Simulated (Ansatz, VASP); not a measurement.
# Two plane-wave programs on Rh

```
Rh
1.0
     0.00000    1.91606    1.91606
     1.91606    0.00000    1.91606
     1.91606    1.91606    0.00000
Rh
1
Direct
  0.00000 0.00000 0.00000
```

Alike in both runs: task single point; functional PBE; k mesh 14 × 14 × 14; occupations gaussian, width 0.01 eV; no spin polarisation.

|  | VASP | Ansatz |
| --- | --- | --- |
| version | VASP 6.6.1 | Ansatz 0.2.0 |
| potentials or method | VASP PAW PBE potentials, release 64 (Rh_pv) | plane waves (420 eV) with PAW, scalar-relativistic |
| plane-wave cutoff (eV) | 520 | 420 |
| valence electrons in the cell | 15 | 17 |

Ansatz gave:

```
pressure (GPa) : -0.4
```

Question: Estimate VASP's values.

Answer: Pressure (GPa): -0.3.

With one functional, cell and mesh, what is left measures potentials, basis and numerics. The two sets of potentials don't hold the same shells in valence.
